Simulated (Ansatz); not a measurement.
PbS (Galena):

```
Pb S
1.0
     0.00000    2.96575    2.96575
     2.96575    0.00000    2.96575
     2.96575    2.96575    0.00000
Pb S
1 1
Cartesian
  0.0000 0.0000 0.0000
  2.9657 2.9657 2.9657
```

```yaml
Program: Ansatz 0.2.0
Task: relaxation of cell and atoms
Functional: rPW86-PBE
Dispersion: rVV10
Potentials_or_basis: Ansatz PAW
Cutoff: "420 eV (not typed: the program's choice for these potentials)"
k_mesh: 8 × 8 × 8
Occupations: fermi-dirac, width 0.05 eV
Spin: no spin polarisation
```

At the start: volume 26.09 Å³/atom.

Problem. How do energy, volume and symmetry change on relaxing?

Solution. It ends after 5 steps and the volume is 27.38 Å³/atom (+5.0 %); space group Fm-3m (No. 225, to 0.05 Å).

The path:
```csv
step,energy change (eV),largest force (eV/Å),volume (Å³)
1,0.0000,0.0000,52.17
2,-0.0127,0.0000,56.57
3,-0.0226,0.0000,54.91
4,-0.0227,0.0000,54.76
5,-0.0233,0.0000,54.76
```

Final structure:
```
CELL_PARAMETERS angstrom
0.00000 3.01409 3.01409
3.01409 0.00000 3.01409
3.01409 3.01409 0.00000
ATOMIC_POSITIONS crystal
Pb 0.00000 0.00000 0.00000
S 0.50000 0.50000 0.50000
```

Caveat: the plane-wave basis is chosen anew once the cell has moved, so the energies of steps on either side of that aren't comparable; the PAW data sets come from PBE, with cores solved anew for the run's functional, which leaves a small shift of forces and pressure.
